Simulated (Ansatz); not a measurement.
Crystal: TiSi2.

```
Ti Si
1.0
     0.00000    4.11752    4.26290
     2.38951    0.00000    4.26290
     2.38951    4.11752    0.00000
Ti Si
2 4
Direct
  0.75000 0.75000 0.75000
  0.50000 0.50000 0.50000
  0.41257 0.08743 0.41257
  0.08743 0.41257 0.08743
  0.16257 0.83743 0.16257
  0.83743 0.16257 0.83743
```

The cell is a database's computed one.

Base run:

```yaml
Program: Ansatz 0.2.0
Functional: HSE06
Potentials_or_basis: Ansatz PAW
Cutoff: "420 eV (not typed: the program's choice for these potentials)"
k_mesh: 6 × 6 × 6
Occupations: fermi-dirac, width 0.05 eV
Spin: no spin polarisation
```

Its results: band gap on the k mesh none (metal or under the smearing width); pressure -1.4 GPa; largest force 0.122 eV/Å.

**Question.** The run is repeated on the same cell with these changes: functional from HSE06 to PBE0. What comes out?

**Answer.** Band gap on the k mesh none (metal or under the smearing width); pressure -2.0 GPa; largest force 0.150 eV/Å.

Caveats: the PAW data sets come from PBE, with cores solved anew for the run's functional, which leaves a small shift of forces and pressure; the thresholds are loose for stress.
